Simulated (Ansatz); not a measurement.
# TaN (P-6m2) in Ansatz: further runs

The runs below take TaN through single point, Wannier functions, with PBEsol.

Everything below comes from runs of Ansatz 0.2.0. Logs are shortened: lines on timing, memory, paths and dates and some standing lists are left out, and cuts for length are marked.

## Step 1: The undisturbed crystal

The structure is hexagonal, space group P-6m2 (No. 187). Conventional cell: a = 2.938 Å, b = 2.938 Å, c = 2.883 Å, α = 90.00°, β = 90.00°, γ = 120.00°. Around Ta (site symmetry -6m2) lie 6 N at 2.23 Å. N (site symmetry -6m2) is surrounded by 6 Ta at 2.23 Å.

## Step 2: Single point, PBEsol, spin-orbit coupling, no magnetisation, 11.64 Å³/atom (volume scaled by 1.08)

Input file input.yaml:

```yaml
crystal:
  lattice:
    - [3.0143455988, 0.0, 0.0]
    - [-1.5071727994, 2.6104998643, 0.0]
    - [0.0, 0.0, 2.9579163926]
  atoms:
    - { symbol: Ta, position: [0.0, 0.0, 0.5] }
    - { symbol: "N", position: [0.6666666667, 0.3333333333, 0.0] }
hamiltonian:
  xc: pbesol
  pseudopotentials: { kind: paw_fr }
magnetization:
  noncollinear: true
  spin_orbit: true
kpoints:
  mp_grid: { grid: [10, 10, 9] }
scf:
  occupations: { method: tetrahedron }
output:
  forces: true
  stress: true
  write_density: true
  write_potential: true
  elf: true
  volumetric_format: npy
```

Potentials or basis: Ansatz PAW.

Started as:

```
$ ansatz run input.yaml --threads 1 --pin off --max-ram 2560MiB --backend cpu --events-out ev --progress --plain --runs-dir out
```

The log of the run:

```text
Warning: output.forces, output.stress, relax.cell or npt_langevin: where a Kohn–Sham band that disperses or a degenerate level is filled in part under the method tetrahedron, the forces or the stress that this run publishes need not agree with its energy (scf.occupations.method in the input reference, under Limitations); prefer a smearing scheme for the forces or the stress
Warning: RAYON_NUM_THREADS=1 ignored (pool sized by the plan → 1); use --threads N
Engine: ansatz 0.2.0, x86_64-unknown-linux-gnu
Pseudopotentials: kind: paw_fr
Pseudopotential: Ta, paw_fr, valence charge 13, recommended cutoff 420 eV (normal), Ta.paw.azcp#standard-fr
Pseudopotential: N, paw_fr, valence charge 5, recommended cutoff 420 eV (normal), N.paw.azcp#standard-fr
Functional definition: PBEsol
  exchange = pbesol_x
  correlation = pbesol_c
non-collinear run that drives no moment, with spin-orbit: no starting moment large enough to seed its density (crystal.atoms[].spin), no starting occupations that ask for one, no magnetisation constraint and no magnetic field, so the semilocal B_xc is pinned to zero
Crystal: 2 atoms, lattice volume = 23.276 Å³
Basis set: ecut = 420 eV, 429 PW (Γ), exchange–correlation on 48×48×40 points (8 copies of the dense FFT grid, shifted against one another)
Bands: 26, of which v1, the nominal top of the filled ones, is band 18 counted from 1 (17 counted from 0)
Symmetry: 12 space group operations + 12 with time reversal
Magnetic group: BNS 187.210 (UNI 1440), of the structure as read, at distance tolerance 2.9e-5 Å
k-points: 70 of 900 (time reversal used)
Projection manifold: j_resolved (fully-relativistic pseudo-atomic orbitals)
Non-local potential: Ta, projectors of the file, l = 0: 3, l = 1: 4, l = 2: 4, l = 3: 2
Non-local potential: N, projectors of the file, l = 0: 2, l = 1: 4, l = 2: 2
PAW form: soft (Blöchl's): semilocal exchange-correlation on the pseudo side does not see the compensation charge
PAW frozen core: Ta, regenerated for the run's functional, and the local potential with it (the file was generated under x = pbe(κ = 0.804, μ = 0.2195149727645171), c = pbe(β = 0.06672455060314922))
PAW frozen core: N, regenerated for the run's functional, and the local potential with it (the file was generated under x = pbe(κ = 0.804, μ = 0.2195149727645171), c = pbe(β = 0.06672455060314922))
PAW one-centre angular grid: Ta, 590 points (default); XC on 64 Gauss nodes
PAW one-centre angular grid: N, 110 points (default); XC on 64 Gauss nodes
Initial density: superposition of atomic densities (chi_scale 0.1, normalization cell, long waves kept (reshape's long-wave potential 0.00 eV rms))
Initial wavefunctions: pseudopotential atomic-orbital guess
Functional: x = pbesol(κ = 0.804, μ = 0.12345679012345678), c = pbesol(β = 0.046)
SCF iter   1: F=—  HF=-10209.570628 eV  |F-HF|=—  |Δ(HF+E_count)|=         —  Δρ=4.71e-2  dr2=2.61e-1  dr2_m=0.00e0 (ungated)  ethr=3.10e-3  |M|=0.00e0 ∫|m|=0.00e0 μB  |m|>n=0.0e0 m-floor=0.0e0 τ_xc=0.0e0  β_m=0.30  ⟨swp⟩=6.0  Hψ=9112  notcnv=0
preconditioner: auto → none  [metal: no gap  n_scr=8 (ndim 8)  ℏωp=24.3 eV  f_vac=0.000  sad-step TF]
SCF iter   2: F=—  HF=-10209.567579 eV  |F-HF|=—  |Δ(HF+E_count)|=   3.05e-3  Δρ=3.61e-2  dr2=1.59e-1  dr2_m=0.00e0 (ungated)  ethr=1.45e-3  |M|=0.00e0 ∫|m|=0.00e0 μB  |m|>n=0.0e0 m-floor=0.0e0 τ_xc=0.0e0  β_m=0.65  ⟨swp⟩=1.0  Hψ=2380  notcnv=0  defer=4
SCF iter   3: F=—  HF=-10209.563365 eV  |F-HF|=—  |Δ(HF+E_count)|=   4.21e-3  Δρ=5.42e-3  dr2=7.78e-3  dr2_m=0.00e0 (ungated)  ethr=8.81e-4  |M|=0.00e0 ∫|m|=0.00e0 μB  |m|>n=0.0e0 m-floor=0.0e0 τ_xc=0.0e0  β_m=0.61  ⟨swp⟩=2.8  Hψ=2854  notcnv=0  defer=36
SCF iter   4: F=—  HF=-10209.562647 eV  |F-HF|=—  |Δ(HF+E_count)|=   7.18e-4  Δρ=3.90e-3  dr2=3.73e-3  dr2_m=0.00e0 (ungated)  ethr=4.32e-5  |M|=0.00e0 ∫|m|=0.00e0 μB  |m|>n=0.0e0 m-floor=0.0e0 τ_xc=0.0e0  β_m=0.52  ⟨swp⟩=2.2  Hψ=2838  notcnv=0  defer=195
SCF iter   5: F=—  HF=-10209.561883 eV  |F-HF|=—  |Δ(HF+E_count)|=   7.65e-4  Δρ=1.29e-3  dr2=4.31e-4  dr2_m=0.00e0 (ungated)  ethr=2.07e-5  |M|=0.00e0 ∫|m|=0.00e0 μB  |m|>n=0.0e0 m-floor=0.0e0 τ_xc=0.0e0  β_m=0.63  ⟨swp⟩=2.0  Hψ=2513  notcnv=0  defer=199
SCF iter   6: F=—  HF=-10209.561786 eV  |F-HF|=—  |Δ(HF+E_count)|=   9.64e-5  Δρ=2.77e-4  dr2=1.89e-5  dr2_m=0.00e0 (ungated)  ethr=2.40e-6  |M|=0.00e0 ∫|m|=0.00e0 μB  |m|>n=0.0e0 m-floor=0.0e0 τ_xc=0.0e0  β_m=0.78  ⟨swp⟩=2.0  Hψ=2539  notcnv=0  defer=199
SCF iter   7: F=—  HF=-10209.561783 eV  |F-HF|=—  |Δ(HF+E_count)|=   3.61e-6  Δρ=3.50e-5  dr2=2.92e-7  dr2_m=0.00e0 (ungated)  ethr=1.05e-7  |M|=0.00e0 ∫|m|=0.00e0 μB  |m|>n=0.0e0 m-floor=0.0e0 τ_xc=0.0e0  β_m=0.77  ⟨swp⟩=2.0  Hψ=2677  notcnv=0  defer=199
SCF iter   8: F=-10209.561783 eV  HF=-10209.561783 eV  |F-HF|=6.88e-10  |Δ(HF+E_count)|=   3.19e-8  Δρ=3.58e-6  dr2=1.61e-9  dr2_m=0.00e0 (ungated)  ethr=5.56e-10  |M|=0.00e0 ∫|m|=0.00e0 μB  |m|>n=0.0e0 m-floor=0.0e0 τ_xc=0.0e0  ⟨swp⟩=11.3  Hψ=11280  notcnv=0
SCF 1 converged in 8 iterations: F = -10209.561783 eV  dr2 = 1.61e-9
SCF converged after 8 iterations
Stability not checked: this state was not tested for a lower state beside it, because cold or Methfessel-Paxton smearing, or corrected tetrahedra, fill the levels in a way that the test cannot read (fill_not_monotonic; see scf.lower_state_search)
Magnetization: |M| = 0.0000 μB,  M = (+0.0000, +0.0000, +0.0000) μB
Absolute magnetization: 0.0000 μB (∫|m|)
  site 0: m = (+0.0000, +0.0000, +0.0000) μB, |m| = 0.0000 μB  (R = 0.94 Å)
  site 1: m = (+0.0000, +0.0000, +0.0000) μB, |m| = 0.0000 μB  (R = 0.94 Å)
Free energy (F): -10209.561783 eV
Harris-Foulkes:  -10209.561783 eV  (|F-HF|=6.88e-10)
Internal energy: -10209.561782 eV  (E = F + TS)
E sigma→0 (E₀):  -10209.561783 eV
Entropy (-TS):   -0.000000 eV (-0.000 meV/atom)
Fermi energy:    18.595081 eV
--- Per-component energies (eV) ---
  E_band       = -85.442397
  E_kinetic    = 492.914292
  E_local      = -656.076853  (includes V_loc(G=0)·N_el)
  E_nonlocal   = 58.080815
  E_hartree    = 216.044820
  E_xc         = -275.763323
  E_vxc        = -279.080013  (∫ρ·V_xc dr)
  E_paw        = -8413.383754  (= ΣΔE_a)
  E_vpaw       = -133.370747  (= ΣTr[D̂ρ^β])
  E_aug_tail   = 0.000181  (compensation charges beyond the density's cutoff)
  E_ewald      = -1631.624435
  E_core_change = 0.246475  (= ΣΔE_core)
  E_smearing   = -0.000000  (= −TS)
  E_closure    = 0.000000  (closes the sum)
  Σ components = -10209.561783   (vs F -10209.561783, Δ=0.00e0)
--- Forces (eV/Å), atoms counted from 1 ---
  atom   1  Ta     0.00000000     0.00000000     0.00000000
  atom   2  N      0.00000000     0.00000000     0.00000000
  max |Σ_I F_I| component: 7.22e-16 eV/Å
--- Stress (GPa, compression-positive) ---
      -26.285686       0.000000       0.000000
        0.000000     -26.285686       0.000000
        0.000000       0.000000     -29.396601
  P = ⅓ Tr σ = -27.3227 GPa (-273.227 kbar)
--- Band table (eV; the first three rows and the last of 70) ---
  k-point 0: bands = ["-50.0422", "-50.0422", "-22.7675", "-22.7675", "-13.9795", "-13.9795", "-13.8084", "-13.8084", "1.2714", "1.2714", "14.1159", "14.1159", "14.2250", "14.2250", "14.5340", "14.5340", "15.5840", "15.5840", "20.0504", "20.0504", "21.4233", "21.4233", "21.8298", "21.8298", "21.8350", "21.8350"]
  k-point 1: bands = ["-50.0380", "-50.0380", "-22.7819", "-22.7819", "-14.0509", "-14.0509", "-13.7995", "-13.7995", "1.4904", "1.4904", "13.6011", "13.6011", "14.1861", "14.2396", "14.3170", "14.3170", "16.3358", "16.3358", "20.2542", "20.5036", "20.5036", "20.5837", "20.5837", "20.7370", "22.5378", "22.7146"]
  k-point 2: bands = ["-50.0273", "-50.0273", "-22.8186", "-22.8186", "-14.2244", "-14.2244", "-13.7767", "-13.7767", "2.0798", "2.0798", "12.0855", "12.0855", "14.4145", "14.5208", "14.5356", "14.5356", "17.6804", "17.6804", "19.0519", "19.4674", "19.4674", "19.5323", "21.5708", "21.5708", "22.5837", "22.7567"]
  k-point 69: bands = ["-49.9488", "-49.9488", "-23.0481", "-23.0342", "-14.5703", "-14.5533", "-14.3728", "-14.3123", "3.1989", "3.2225", "10.9194", "10.9828", "11.8943", "12.3018", "14.3825", "14.4731", "17.8467", "17.9031", "21.9379", "22.3760", "22.8506", "23.0448", "24.0052", "24.5639", "24.9971", "25.2271"]
```

It took 4.8 s on 1 thread of Intel Xeon 6975P-C (Granite Rapids), shared host; peak memory 0.46 GiB.

Results:

* Free energy: -10209.5618 eV
* Pressure: -27.3 GPa
* Band gap on the k mesh: none (metal or under the smearing width)

Caveat: the pressure holds a Pulay correction of +0.4 GPa for the finite cutoff; the PAW data sets come from PBE, with cores solved anew for the run's functional, which leaves a small shift of forces and pressure; with tetrahedron occupations forces and stress needn't match the slope of the energy.

## Step 3: Wannier functions, PBEsol, spin-orbit coupling, no magnetisation (volume scaled by 1.08)

Changes to input.yaml since step 2:

```diff
@@ -15,11 +15,12 @@
 kpoints:
-  mp_grid: { grid: [10, 10, 9] }
+  mp_grid: { grid: [12, 12, 11] }
 scf:
-  occupations: { method: tetrahedron }
+  occupations: { method: tetrahedron_uncorrected }
+  n_extra_bands: 1
 output:
-  forces: true
-  stress: true
-  write_density: true
-  write_potential: true
-  elf: true
-  volumetric_format: npy
+  wannier:
+    kmesh: [6, 6, 6]
+    projections: [{ site: 1, l: p }, { site: 0, l: d }]
+    minimise: true
+    write_xyz: true
+    disentanglement: { window: [9.1, 30.6], frozen_window: [10.6, 18.9] }
```

Input file wannier.win:

```
! ansatz wannier90 interface
! projections by site (counted from 0) and shell: 1 2P, 0 5D
! states of the run's bands (counted from 1): 1-32
num_bands = 32
num_wann  = 16
num_iter  = 2000
dis_win_min = 9.1
dis_win_max = 30.6
dis_froz_min = 10.6
dis_froz_max = 18.9
dis_num_iter = 10000
guiding_centres = true
spinors = true
write_xyz = true

begin unit_cell_cart
Ang
       3.0143455987730863                      0.0                      0.0
      -1.5071727993865431       2.6104998643233075                      0.0
                      0.0                      0.0             2.9579163926
end unit_cell_cart

begin atoms_frac
Ta    -3.700743415524894e-17                      0.0                      0.5
N         0.6666666666666666       0.3333333333333333                      0.0
end atoms_frac

mp_grid = 6 6 6

begin kpoints
                      0.0                      0.0                      0.0
                      0.0                      0.0      0.16666666666666666
                      0.0                      0.0       0.3333333333333333
                      0.0                      0.0                      0.5
                      0.0                      0.0       0.6666666666666666
                      0.0                      0.0       0.8333333333333334
[... 208 lines left out ...]
       0.8333333333333334       0.8333333333333334       0.6666666666666666
       0.8333333333333334       0.8333333333333334       0.8333333333333334
end kpoints

! the run's levels, as it left them, place the level below, alone or with this mesh's (scf_levels_not_solved_further: tetrahedron_occupations)
fermi_energy = 18.607938517863175

begin projections
f=0.6666666666666666,0.3333333333333333,0.0: p
f=-3.700743415524894e-17,0.0,0.5: d
end projections
```

Input file wannier_centres.xyz:

```xyz
18
Wannier centres, written by ansatz wannier90 interface
X          1.50717311       0.87024174       0.00008668
X          1.50717309       0.87024174       0.00008669
X          1.50670992       0.83775416       0.00000290
X          1.50673964       0.83775378       0.00000289
X          1.50762403       0.90297006       0.00002736
X          1.50759507       0.90297046       0.00002735
X          0.14196940      -0.08697552       1.46787940
X          0.14196959      -0.08697476       1.46787690
X         -0.00000037      -0.05152864       1.49580594
X         -0.00001180      -0.05152868       1.49580664
X          0.00000327       0.14053991       1.40972449
X          0.00000173       0.14050858       1.40970121
X          0.00000066       0.08488725       1.55396954
X          0.00001288       0.08485503       1.55394845
X         -0.14197440      -0.08698057       1.46787967
X         -0.14197670      -0.08697995       1.46787999
Ta        -0.00000000       0.00000000       1.47895820
N          1.50717280       0.87016662       0.00000000
```

Potentials or basis: Ansatz PAW.

Started as:

```
$ ansatz run input.yaml --threads 1 --pin off --max-ram 2560MiB --backend cpu --events-out ev --progress --plain --runs-dir out
```

The log of the run:

```text
Warning: RAYON_NUM_THREADS=1 ignored (pool sized by the plan → 1); use --threads N
scf.n_extra_bands = 1 over 18 filled bands (N_el = 18.0): the run solves 19 bands
[... 7 set-up lines as earlier in the session ...]
[... 52 lines left out ...]
  E_aug_tail   = 0.000181  (compensation charges beyond the density's cutoff)
  E_ewald      = -1631.624435
  E_core_change = 0.246475  (= ΣΔE_core)
  E_smearing   = 0.000000  (= −TS)
  E_closure    = 0.000000  (closes the sum)
  Σ components = -10209.561551   (vs F -10209.561551, Δ=0.00e0)
--- Band table (eV; the first three rows and the last of 114) ---
  k-point 0: bands = ["-50.0425", "-50.0425", "-22.7678", "-22.7678", "-13.9794", "-13.9794", "-13.8091", "-13.8091", "1.2717", "1.2717", "14.1159", "14.1159", "14.2250", "14.2250", "14.5341", "14.5341", "15.5844", "15.5844", "20.0506"]
  k-point 1: bands = ["-50.0397", "-50.0397", "-22.7775", "-22.7775", "-14.0281", "-14.0281", "-13.8031", "-13.8030", "1.4196", "1.4196", "13.8459", "13.8459", "14.1596", "14.2032", "14.2898", "14.2898", "16.1388", "16.1388", "20.3675"]
  k-point 2: bands = ["-50.0320", "-50.0320", "-22.8038", "-22.8038", "-14.1547", "-14.1547", "-13.7867", "-13.7867", "1.8325", "1.8325", "12.6533", "12.6533", "14.3184", "14.4063", "14.4469", "14.4469", "17.1452", "17.1452", "19.4575"]
  k-point 113: bands = ["-49.9479", "-49.9479", "-23.0520", "-23.0375", "-14.5650", "-14.5422", "-14.3989", "-14.3311", "3.1998", "3.2191", "10.8121", "10.8738", "11.9129", "12.3462", "14.4598", "14.5426", "17.9723", "18.0083", "21.9626"]
Wannier search: line search 1 of at most 10000: gauge-dependent spread (as the search counts it) 1.3062482 Å², largest recent change 8.8e-1 Å² and fall left 8.5e-4 Å² against conv_tol 1.0e-10 Å², 0 stops escaped
Wannier search: line search 100 of at most 10000: gauge-dependent spread (as the search counts it) 1.2648916 Å², largest recent change 8.1e-7 Å² and fall left 2.5e-8 Å² against conv_tol 1.0e-10 Å², 0 stops escaped
WARN: <dir> 912 periodic images of 864 elements of H(R) lie 4.88e-4 to 1.95e-3 Å beyond their element's nearest image, near the 9.77e-4 Å window within which an element is shared among its images; whether they share it moves the interpolated H(k) by 4.3e-3 eV (Frobenius norm, root mean square over the Brillouin zone); at the model's own mesh points H(k) does not change
```

It took 14 s on 1 thread of Intel Xeon 6975P-C (Granite Rapids), shared host; peak memory 0.5 GiB.

What came out:

* Free energy: -10209.5616 eV
* Band gap on the k mesh: none (metal or under the smearing width)
* Total Wannier spread: 21.27 Å² over 16 functions

Levels at points of the mesh, in eV from the Fermi level:
```csv
k point,band 16,band 17,band 18,band 19
"(0.00, 0.00, 0.00)",-4.07,-3.02,-3.02,1.44
"(0.00, -0.50, 0.00)",-3.42,-3.19,-3.19,2.50
```

Wannier centres (Å) and spreads (Å²):
| function | x | y | z | spread |
| --- | --- | --- | --- | --- |
| 1 | 1.508 | 0.903 | 0.000 | 1.002 |
| 2 | 1.508 | 0.903 | 0.000 | 1.002 |
| 3 | 1.507 | 0.838 | 0.000 | 1.002 |
| 4 | 1.507 | 0.838 | 0.000 | 1.002 |
| 5 | 1.507 | 0.870 | 0.000 | 1.137 |
| 6 | 1.507 | 0.870 | 0.000 | 1.137 |
| 7 | 0.000 | -0.051 | 1.496 | 1.352 |
| 8 | 0.000 | -0.051 | 1.496 | 1.352 |
| 9 | 0.000 | 0.085 | 1.554 | 1.416 |
| 10 | 0.000 | 0.085 | 1.554 | 1.416 |
| 11 | 0.000 | 0.141 | 1.410 | 1.535 |
| 12 | 0.000 | 0.141 | 1.410 | 1.535 |
| 13 | 0.142 | -0.087 | 1.468 | 1.595 |
| 14 | 0.142 | -0.087 | 1.468 | 1.595 |
| 15 | -0.142 | -0.087 | 1.468 | 1.595 |
| 16 | -0.142 | -0.087 | 1.468 | 1.595 |

Caveat: the PAW data sets come from PBE, with cores solved anew for the run's functional, which leaves a small shift of forces and pressure.
